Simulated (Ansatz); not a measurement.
**Y: the crystal squeezed far**

An exercise on one series of results from a longer session: the logs are not shown, and one member is left open.

Method: DFT PBE, with the methods named in each step, in Ansatz 0.2.0.

## Starting point

Symmetry: Im-3m, No. 229, cubic system. Conventional cell: a = 4.039 Å, b = 4.039 Å, c = 4.039 Å, α = 90.00°, β = 90.00°, γ = 90.00°. Around Y (site symmetry m-3m) lie 8 Y at 3.50 Å.

As a file:

```
Y
1.0
    -2.01939    2.01939    2.01939
     2.01939   -2.01939    2.01939
     2.01939    2.01939   -2.01939
Y
1
Direct
  0.00000 0.00000 0.00000
```

Whether this phase is the stable one at these pressures isn't tested.

The first run:

File input.yaml:

```yaml
crystal:
  lattice:
    - [-2.0193946492, 2.0193946492, 2.0193946492]
    - [2.0193946492, -2.0193946492, 2.0193946492]
    - [2.0193946492, 2.0193946492, -2.0193946492]
  atoms:
    - { symbol: "Y", position: [0.0, 0.0, 0.0] }
kpoints:
  mp_grid: { grid: [13, 13, 13] }
scf:
  occupations: { method: fermi_dirac, width: 0.08 }
hamiltonian:
  xc: pbe
  pseudopotentials: { kind: paw }
output:
  forces: true
  stress: true
relax:
  f_tol: 0.005
  max_steps: 40
  cell: {}
```

Launch:

```bash
$ ansatz run input.yaml --threads 1 --pin off --max-ram 2048MiB --backend cpu --events-out ev --progress --plain --runs-dir out
```

Steps of the session up to this table: Cell relaxed at zero pressure, PAW; Volume scaled by 1, PAW; Volume scaled by 0.92, PAW; Volume scaled by 0.84, PAW; Volume scaled by 0.76, PAW; Volume scaled by 0.68, PAW; Volume scaled by 0.6, PAW; Volume scaled by 0.52, PAW; Volume scaled by 0.45, PAW; Volume scaled by 0.45, PAW (source ansatz).

One of the session's tables, all rows but one given; the rest of the session is left out.

| method | volume over the first | volume (Å³/atom) | pressure (GPa) |
| --- | --- | --- | --- |
| PAW | 1 | 33.053 | 0.02 |
| PAW | 0.92 | 30.409 | 3.64 |
| PAW | 0.84 | 27.765 | 8.69 |
| PAW | 0.76 | ? | ? |
| PAW | 0.68 | 22.476 | 26.05 |
| PAW | 0.6 | 19.832 | 41.37 |
| PAW | 0.52 | 17.188 | 65.75 |
| PAW | 0.45 | 14.874 | 98.94 |
| PAW (source ansatz) | 0.45 | 14.874 | 99.01 |

**Question.** Estimate the row for PAW, 0.76.

As computed: volume (Å³/atom): 25.120; pressure (GPa): 15.81. In the column «volume (Å³/atom)» it lies between PAW, 0.68 (22.476) and PAW, 0.84 (27.765).
